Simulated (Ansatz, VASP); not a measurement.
# C62N in two plane-wave programs

One calculation is typed for both programs; each brings its own data sets. How far apart do they land? The cell is taken from a series of runs on this material, whose earlier steps may have relaxed, scaled, displaced or heated it; both programs get it as it stands.

Main program and level: Ansatz 0.2.0; plane waves, with VASP 6.6.1 beside it; single point at PBE0.

## Step 1: Starting point

The cell holds 63 atoms: 62 C and 1 N. Its edges and angles: a = 7.143 Å, b = 7.143 Å, c = 7.143 Å, α = 90.0°, β = 90.0°, γ = 90.0°. It derives from C (C (Fd-3m)). Nearest the centre at fractional (0.438, 0.438, 0.562): N63 at 0.95 Å, C26 at 1.93 Å, C12 at 1.94 Å, C41 at 1.94 Å, C22 at 2.05 Å, C59 at 2.05 Å, C37 at 2.06 Å, C28 at 2.61 Å. The cell carries charge −1.

## Step 2: Ansatz: single point, PBE0

Ansatz runs on its default PAW (the set named soft_2) files.

With cell and atoms fixed, the geometry can't cause a difference; cores, projectors, grids and the points listed under the comparison can.

input.yaml reads:

```yaml
crystal:
  lattice:
    - [7.14312472, 0.0, 0.0]
    - [0.0, 7.14312472, 0.0]
    - [0.0, 0.0, 7.14312472]
  atoms:
    - { symbol: C, position: [0.00058173458, -0.00087611864, -0.00016058736] }
    - { symbol: C, position: [0.00169610118, 0.24967813986, 0.25076102779] }
    - { symbol: C, position: [0.25113577613, 0.00023871248, 0.25076108374] }
    - { symbol: C, position: [0.25044787908, 0.24899079278, 0.00130486131] }
    - { symbol: C, position: [0.12596198539, 0.12450479685, 0.12575618028] }
    - { symbol: C, position: [0.12797664993, 0.37548338848, 0.37745044021] }
    - { symbol: C, position: [0.37694093481, 0.1265189683, 0.37745081644] }
    - { symbol: C, position: [0.37628580673, 0.37482877009, 0.12586460961] }
    - { symbol: C, position: [0.00060136524, -0.00085706412, 0.49976640101] }
    - { symbol: C, position: [-0.00088343393, 0.24899064112, 0.74997295092] }
    - { symbol: C, position: [0.25044831709, -0.00234114909, 0.74997326437] }
    - { symbol: C, position: [0.25028167038, 0.24882411615, 0.50682117839] }
    - { symbol: C, position: [0.12375229737, 0.12229465325, 0.62511330504] }
    - { symbol: C, position: [0.12375017142, 0.37385107486, 0.87667036945] }
    - { symbol: C, position: [0.37530839985, 0.12229242774, 0.87667114591] }
    - { symbol: "N", position: [0.36094944201, 0.35949213256, 0.63947234829] }
    - { symbol: C, position: [0.00060061686, 0.49919806958, -0.00017746808] }
    - { symbol: C, position: [0.00079641073, 0.74917583536, 0.24978841203] }
    - { symbol: C, position: [0.25334973566, 0.50044700944, 0.25175743871] }
    - { symbol: C, position: [0.25113593567, 0.74820351835, -0.00127444732] }
    - { symbol: C, position: [0.12547055416, 0.62382375228, 0.124091183] }
    - { symbol: C, position: [0.12546990577, 0.87487361177, 0.3751403309] }
    - { symbol: C, position: [0.36968839026, 0.63428149524, 0.36468266866] }
    - { symbol: C, position: [0.37697180883, 0.87560945321, 0.1233551471] }
    - { symbol: C, position: [0.00078964484, 0.49931112545, 0.49965243835] }
    - { symbol: C, position: [0.00169501355, 0.74820217018, 0.74928459937] }
    - { symbol: C, position: [0.25028055611, 0.49214267246, 0.7501422521] }
    - { symbol: C, position: [0.25334948764, 0.7472061984, 0.4985175017] }
    - { symbol: C, position: [0.12797646633, 0.62151297679, 0.62348093635] }
    - { symbol: C, position: [0.12596126512, 0.87320770493, 0.87445843918] }
    - { symbol: C, position: [0.3769403057, 0.62151304903, 0.87244634314] }
    - { symbol: C, position: [0.37628525612, 0.8730995469, 0.62413455052] }
    - { symbol: C, position: [0.5006559119, -0.00085790439, -0.0001771294] }
    - { symbol: C, position: [0.50190389611, 0.25189168413, 0.25175711021] }
    - { symbol: C, position: [0.75063396489, -0.00066139918, 0.24978914761] }
    - { symbol: C, position: [0.74966107224, 0.2496790814, -0.00127427538] }
    - { symbol: C, position: [0.62528163016, 0.12401288469, 0.12409168753] }
    - { symbol: C, position: [0.63574115423, 0.36822829683, 0.36468063554] }
    - { symbol: C, position: [0.87633177799, 0.12401171094, 0.37514102699] }
    - { symbol: C, position: [0.8770672422, 0.37551474355, 0.12335509713] }
    - { symbol: C, position: [0.50076880725, -0.00066855421, 0.4996523483] }
    - { symbol: C, position: [0.49359944273, 0.24882255434, 0.75014260559] }
    - { symbol: C, position: [0.74966045268, 0.00023720411, 0.74928462066] }
    - { symbol: C, position: [0.74866391778, 0.25189187501, 0.49851799846] }
    - { symbol: C, position: [0.62297047184, 0.12651835237, 0.62348108053] }
    - { symbol: C, position: [0.62297018177, 0.37548313218, 0.87244622192] }
    - { symbol: C, position: [0.87466555699, 0.12450404243, 0.87445887097] }
    - { symbol: C, position: [0.87455742728, 0.37482813457, 0.62413445504] }
    - { symbol: C, position: [0.5007690659, 0.49931181136, -0.00036642181] }
    - { symbol: C, position: [0.49958941876, 0.74947215717, 0.24949174969] }
    - { symbol: C, position: [0.75093000207, 0.49813287205, 0.24949206862] }
    - { symbol: C, position: [0.75063226561, 0.74917421964, -0.00037583823] }
    - { symbol: C, position: [0.62572599328, 0.62426878062, 0.12495606506] }
    - { symbol: C, position: [0.62572523302, 0.87400802897, 0.3746948888] }
    - { symbol: C, position: [0.8754661346, 0.62426797277, 0.37469536059] }
    - { symbol: C, position: [0.87575048149, 0.87429275507, 0.12466988213] }
    - { symbol: C, position: [0.50190169786, 0.74720645314, 0.74707240238] }
    - { symbol: C, position: [0.74866418262, 0.5004442965, 0.74707252272] }
    - { symbol: C, position: [0.7509294225, 0.74947157383, 0.500828863] }
    - { symbol: C, position: [0.63574603199, 0.63428839959, 0.63074293782] }
    - { symbol: C, position: [0.62528023517, 0.87487258684, 0.87495167135] }
    - { symbol: C, position: [0.87633096708, 0.62382238591, 0.87495208764] }
    - { symbol: C, position: [0.87706663481, 0.87560873577, 0.6234486553] }
  host:
    repeats: [2, 2, 2]
    atoms:
      - { symbol: C, position: [0.0, 0.0, 0.0] }
      - { symbol: C, position: [0.0, 0.5, 0.5] }
      # ... 6 more atoms of the perfect host
total_charge: -1
basis:
  ecutwfc: 420
  xc_grid: 2
hamiltonian:
  xc: pbe0
kpoints:
  mp_grid: { grid: [1, 1, 1] }
magnetization:
  spin_polarized: true
  initial_magnetization: 2
  spin_locking: { lock_magnetization: hard }
scf:
  occupations: { method: fermi_dirac, width: 0.01 }
  max_iter: 100
  n_extra_bands: 16
  lower_state_search: "off"
output:
  forces: true
checkpoint:
  read: "../exc.ground.qm1_M2.run"
  write: "../exc0_qm1_M2.ground.lm0.25.run"
  compress: false
  write_wavefunctions: false
  write_every: 100000
```

Command:

```sh
> ansatz run input.yaml --threads 4 --pin off --max-ram 11304MiB --backend cpu --events-out ev --progress --plain --runs-dir out
```

The program printed:

```text
Warning: the atoms were moved onto the symmetric positions of the space group found under crystal.symmetry.tolerance 1.0e-5 (fractional; no operation is sought that the atoms, as they stand in a round, miss by more than twice it, and no atom is moved by as much as it), and the run uses the moved positions. Before a round's move an operation carried an atom to 9.72e-5 Å from where it should land, the largest such dist [...]
[...]
Free energy (F): -15916.309352 eV
Frozen-core exchange: fock
Harris-Foulkes:  -15916.309352 eV  (|F-HF|=1.31e-10)
Internal energy: -15916.309352 eV  (E = F + TS)
E sigma→0 (E₀):  -15916.309352 eV
Fermi energy:    15.243234 (↑ 15.889454, ↓ 15.098797) eV
--- Per-component energies (eV) ---
  E_band       = 548.721269
  E_kinetic    = 5872.656740
  E_local      = -4171.657377  (includes V_loc(G=0)·N_el)
  E_nonlocal   = 1665.892684
  E_hartree    = 961.217489
  E_xc         = -2396.005209
  E_vxc        = -2972.403721  (∫ρ·V_xc dr)
  E_exx        = -688.128879  (= α·E_x^exact, valence–valence)
  E_paw        = -6287.421572  (= ΣΔE_a)
  E_vpaw       = -391.945452  (= ΣTr[D̂ρ^β])
  E_aug_tail   = 0.000661  (compensation charges beyond the density's cutoff)
  E_ewald      = -10871.776357
  E_core_change = -1.087532  (= ΣΔE_core)
  E_smearing   = -0.000000  (= −TS)
  E_closure    = 0.000001  (closes the sum)
  E_deformation_potential = -21.108035  (in the stress; not in F)
  Σ components = -15916.309352   (vs F -15916.309352, Δ=-1.82e-12)
--- Forces (eV/Å), atoms counted from 1 ---
  atom   1  C      0.00563702     0.00563702    -0.00563702
  atom   2  C      0.01355159     0.00474005     0.00983114
  atom   3  C      0.00474005     0.01355159     0.00983114
  atom   4  C      0.01250201     0.01250201     0.00196396
  atom   5  C     -0.01499267    -0.01499267     0.00399961
  atom   6  C     -0.01859448    -0.00754221    -0.00330054
  atom   7  C     -0.00754221    -0.01859448    -0.00330054
  atom   8  C     -0.00309869    -0.00309869     0.01613372
  atom   9  C      0.03586621     0.03586621    -0.06524922
  atom  10  C     -0.00196396     0.01250201    -0.01250201
  atom  11  C      0.01250201    -0.00196396    -0.01250201
  atom  12  C      0.03282193     0.03282193    -0.12574047
  atom  13  C     -0.02054673    -0.02054673     0.07114193
  atom  14  C     -0.02054673    -0.07114193     0.02054673
  atom  15  C     -0.07114193    -0.02054673     0.02054673
  atom  16  N      0.08011957     0.08011957    -0.08011957
  atom  17  C      0.03586621     0.06524922    -0.03586621
  atom  18  C      0.02866981     0.00892760    -0.00892760
  atom  19  C      0.00755686     0.10463858    -0.01002639
  atom  20  C      0.00474005    -0.00983114    -0.01355159
  atom  21  C     -0.03128215    -0.05423518     0.00344977
  atom  22  C     -0.03128215    -0.00344977     0.05423518
  atom  23  C     -0.28605666     0.04953861    -0.04953861
  atom  24  C     -0.06808228    -0.02890103     0.02890103
[...]
atom  56  C     -0.02582634    -0.02582634     0.02582634
  atom  57  C      0.10463858     0.01002639    -0.00755686
  atom  58  C      0.01002639     0.10463858    -0.00755686
  atom  59  C     -0.06165930    -0.06165930    -0.10144303
  atom  60  C      0.04953861     0.04953861     0.28605666
  atom  61  C     -0.05423518    -0.00344977     0.03128215
  atom  62  C     -0.00344977    -0.05423518     0.03128215
  atom  63  C     -0.02890103    -0.02890103     0.06808228
  max |Σ_I F_I| component: 1.19e-6 eV/Å
--- Band table (eV) ---
  k-point 0 ↑: bands = ["-11.7265", "-10.0672", "-9.2314", "-9.2314", "-9.1148", "-9.1148", "-8.8195", "-7.8119", "-6.9183", "-6.9183", "-6.8870", "-6.8870", "-6.8220", "-6.8220", "-6.7558", "-6.6934", "-6.6396", "-6.6396", "-6.1110", "-5.6963", "-5.3960", "-5.3960", "-4.7717", "-2.7170", "-2.7170", "-2.6944", "-2.6434", "-2.5417", "-2.2297", "-2.2297", "-2.1165", "-2.1165", "-2.0483", "-1.7964", "-1.5716", "-1.5716" [...]
  k-point 0 ↓: bands = ["-11.6991", "-10.0512", "-9.2102", "-9.2102", "-9.0618", "-9.0618", "-8.7710", "-7.7934", "-6.8954", "-6.8954", "-6.8723", "-6.8723", "-6.7522", "-6.7522", "-6.7255", "-6.6804", "-6.5755", "-6.5755", "-6.0550", "-5.6761", "-5.3215", "-5.3215", "-4.5844", "-2.6975", "-2.6975", "-2.6693", "-2.6161", "-2.4550", "-2.2123", "-2.2123", "-2.0695", "-2.0695", "-2.0158", "-1.7550", "-1.5567", "-1.5567" [...]
  guard bands above this table: 14 of the run's 144 bands. The solve was not asked for them (output.publish_guard_bands: true or output.eigenvalues: true publishes all)
```

## Step 3: VASP: single point, PBE0

The same cell, functional, mesh and smearing now go to VASP, with its own data sets.

Lines of VASP's logs that name or quote its potential files are left out, and so is its time.

The run reads the wave functions of an earlier VASP run, which isn't shown here.

INCAR reads:

```
SYSTEM = C62N
PREC = Accurate
ENCUT = 520
EDIFF = 1E-06
NELM = 100
ISMEAR = -1
SIGMA = 0.01
LREAL = Auto
ALGO = Normal
LHFCALC = .TRUE.
AEXX = 0.25
GGA = PE
LASPH = .TRUE.
NELECT = 254
NBANDS = 171
ISPIN = 2
MAGMOM = 0 -0 -0 -0 0 0.01 0.01 0.01 0.01 -0 -0 -0 0 0 0 0.01 -0 -0.01 -0 0.02 0.02 0.27 0.02 -0 -0 -0 -0.01 0.01 0 0.01 0.01 0.01 -0.01 -0 -0 0.02 0.27 0.02 0.02 -0 -0 -0 -0.01 0.01 0.01 0 0.01 -0 -0.01 -0.01 -0 0.01 0.01 0.01 0 -0.01 -0.01 -0.01 0.27 0.02 0.02 0.02 0
PRECFOCK = Fast
LORBIT = 11
LWAVE = .FALSE.
LCHARG = .FALSE.
ISIF = 2
NUPDOWN = 2
```

POSCAR reads:

```
C62N
1.0
    7.1431247189      0.0000000000      0.0000000000
    0.0000000000      7.1431247189      0.0000000000
    0.0000000000      0.0000000000      7.1431247189
C N
62 1
Direct
    0.0005817346      0.9991238814      0.9998394126
    0.0016961012      0.2496781399      0.2507610278
    0.2511357761      0.0002387125      0.2507610837
    0.2504478791      0.2489907928      0.0013048613
    0.1259619854      0.1245047968      0.1257561803
    0.1279766499      0.3754833885      0.3774504402
    0.3769409348      0.1265189683      0.3774508164
    0.3762858067      0.3748287701      0.1258646096
    0.0006013652      0.9991429359      0.4997664010
    0.9991165661      0.2489906411      0.7499729509
    0.2504483171      0.9976588509      0.7499732644
    0.2502816704      0.2488241161      0.5068211784
    0.1237522974      0.1222946532      0.6251133050
    0.1237501714      0.3738510749      0.8766703695
    0.3753083999      0.1222924277      0.8766711459
    0.0006006169      0.4991980696      0.9998225319
    0.0007964107      0.7491758354      0.2497884120
    0.2533497357      0.5004470094      0.2517574387
    0.2511359357      0.7482035184      0.9987255527
    0.1254705542      0.6238237523      0.1240911830
    0.1254699058      0.8748736118      0.3751403309
    0.3696883903      0.6342814952      0.3646826687
    0.3769718088      0.8756094532      0.1233551471
    0.0007896448      0.4993111254      0.4996524383
    0.0016950136      0.7482021702      0.7492845994
    0.2502805561      0.4921426725      0.7501422521
    0.2533494876      0.7472061984      0.4985175017
    0.1279764663      0.6215129768      0.6234809363
    0.1259612651      0.8732077049      0.8744584392
    0.3769403057      0.6215130490      0.8724463431
    0.3762852561      0.8730995469      0.6241345505
    0.5006559119      0.9991420956      0.9998228706
    0.5019038961      0.2518916841      0.2517571102
    0.7506339649      0.9993386008      0.2497891476
    0.7496610722      0.2496790814      0.9987257246
    0.6252816302      0.1240128847      0.1240916875
    0.6357411542      0.3682282968      0.3646806355
    0.8763317780      0.1240117109      0.3751410270
    0.8770672422      0.3755147435      0.1233550971
    0.5007688073      0.9993314458      0.4996523483
    0.4935994427      0.2488225543      0.7501426056
    0.7496604527      0.0002372041      0.7492846207
    0.7486639178      0.2518918750      0.4985179985
    0.6229704718      0.1265183524      0.6234810805
    0.6229701818      0.3754831322      0.8724462219
    0.8746655570      0.1245040424      0.8744588710
    0.8745574273      0.3748281346      0.6241344550
    0.5007690659      0.4993118114      0.9996335782
    0.4995894188      0.7494721572      0.2494917497
    0.7509300021      0.4981328721      0.2494920686
    0.7506322656      0.7491742196      0.9996241618
    0.6257259933      0.6242687806      0.1249560651
    0.6257252330      0.8740080290      0.3746948888
    0.8754661346      0.6242679728      0.3746953606
    0.8757504815      0.8742927551      0.1246698821
    0.5019016979      0.7472064531      0.7470724024
    0.7486641826      0.5004442965      0.7470725227
    0.7509294225      0.7494715738      0.5008288630
    0.6357460320      0.6342883996      0.6307429378
    0.6252802352      0.8748725868      0.8749516714
    0.8763309671      0.6238223859      0.8749520876
    0.8770666348      0.8756087358      0.6234486553
    0.3609494420      0.3594921326      0.6394723483
```

KPOINTS reads:

```
Automatic mesh
0
Gamma
1 1 1
0 0 0
```

The projector-augmented-wave data sets are C and N (PBE family, release 64).

Command:

```sh
> export OMP_NUM_THREADS=3
> mpirun -np 1 vasp_gam
```

The program printed:

```text
[banner, memory and clock lines left out]
running    1 mpi-ranks, on    1 nodes
[...]
Offloading initialized ...    1 GPUs detected
[...]
LDA part: xc-table for (Slater+PW92), standard interpolation
 found WAVECAR, reading the header
 POSCAR, INCAR and KPOINTS ok, starting setup
[...]
reading WAVECAR
 the WAVECAR file was read successfully
 initial charge from wavefunction
 entering main loop
       N       E                     dE             d eps       ncg     rms          rms(c)
DAV:   1    -0.677944742971E+03   -0.67794E+03   -0.83512E+00   728   0.774E+00    0.408E+00
DAV:   2    -0.677988207493E+03   -0.43465E-01   -0.18125E-01   792   0.100E+00    0.250E+00
DAV:   3    -0.677971427002E+03    0.16780E-01   -0.20051E-02   800   0.346E-01    0.136E+00
DAV:   4    -0.677966556880E+03    0.48701E-02   -0.62082E-03   808   0.196E-01    0.722E-01
[...]
DAV:   9    -0.677964715488E+03    0.90841E-05   -0.45791E-06   720   0.652E-03    0.347E-02
DAV:  10    -0.677964713230E+03    0.22584E-05   -0.15165E-06   496   0.386E-03    0.190E-02
DAV:  11    -0.677964712928E+03    0.30210E-06   -0.46069E-07   424   0.228E-03
   1 F= -.67796471E+03 E0= -.67796471E+03  d E =-.193327E-12  mag=     2.0000
```

Parts of OUTCAR (step 3):

```text
  FREE ENERGIE OF THE ION-ELECTRON SYSTEM (eV)
  ---------------------------------------------------
  free  energy   TOTEN  =      -677.9647129277 eV

  energy  without entropy=     -677.9647129277  energy(sigma->0) =     -677.96471293

 magnetization (x)
# of ion       s       p       d       tot
------------------------------------------
    1       -0.000   0.001   0.000   0.001
    2       -0.000  -0.002   0.000  -0.002
    3       -0.000  -0.002   0.000  -0.002
    4       -0.000  -0.001   0.000  -0.002
    5        0.000   0.002   0.000   0.002
    6        0.001   0.006   0.000   0.007
    7        0.001   0.006   0.000   0.007
    8        0.000   0.010   0.000   0.011
    9       -0.000   0.010   0.000   0.010
   10       -0.000  -0.001   0.000  -0.002
   11       -0.000  -0.001   0.000  -0.002
   12       -0.000  -0.000   0.000  -0.000
   13        0.000   0.003   0.000   0.003
[...]
--------------------------------------------------
tot          0.145   1.155   0.000   1.300

[... 1 further part left out ...]
```

The k-mesh is coarse for unscreened exact exchange, which converges slowly with it.

## Step 4: Side by side

Known differences besides the potentials themselves: exact exchange at q = 0 is treated differently, which shows on coarse meshes; VASP keeps PBE cores, Ansatz makes them for the functional; the cutoff is 420 eV in Ansatz and 520 eV in VASP (PREC = Accurate, projectors in real space); VASP takes a coarser grid for exact exchange (PRECFOCK = Fast); site moments are counted in spheres of each program's own size. Total energies have different zeros and are not compared.

Both answers:

```csv
quantity,Ansatz,VASP,difference
"total moment, fixed by the input (μB)",2.00,2.00,0.00
moment on C22 (μB),0.27,0.36,-0.09
moment on C37 (μB),0.27,0.36,-0.09
moment on C59 (μB),0.27,0.36,-0.09
```

Forces on 7 of the 63 atoms, those with the largest forces and the largest differences (eV/Å; atoms numbered as in POSCAR):

```csv
atom,"Ansatz x, y, z","VASP x, y, z"
C12,"0.033, 0.033, -0.126","0.034, 0.034, -0.154"
C22,"-0.286, 0.050, -0.050","-0.285, 0.041, -0.041"
C26,"0.033, 0.126, -0.033","0.034, 0.154, -0.034"
C37,"0.050, -0.286, -0.050","0.041, -0.285, -0.041"
C41,"0.126, 0.033, -0.033","0.154, 0.034, -0.034"
C59,"0.050, 0.050, 0.286","0.041, 0.041, 0.285"
N63,"0.080, 0.080, -0.080","0.088, 0.088, -0.088"
```

The forces differ by 5.7 meV/Å r.m.s., which is 10.2 % of the r.m.s. force of 0.056 eV/Å (both taken over all components). The cell carries a charge of -1 e against a uniform background, so its pressure also hangs on how the neutralising background is counted, and in a defect's cell a gap may be the spacing between its levels.

## Step 5: Results

* r.m.s. force difference (single point, PBE0): 5.7 meV/Å

What this shows: The r.m.s. force difference is 5.7 meV/Å (single point, PBE0), within the 12 meV/Å picked in this series as the mark of a large difference. Such differences can come from data sets, numerical settings and the points named under the comparisons, not from the functional's error against experiment.

[Lines on the potential files, build, host, timing and source positions are cut from VASP's logs without a mark.]

[Logs are printed without paths, hosts, clocks, repeated set-up lines and the standing remarks that a program may print on its own settings, such as how far it seeks lower states.]

[Hosts, paths, dates, database ids (printed as entryN), source tags and the programs' standing remarks are cut or masked in the printed files.]
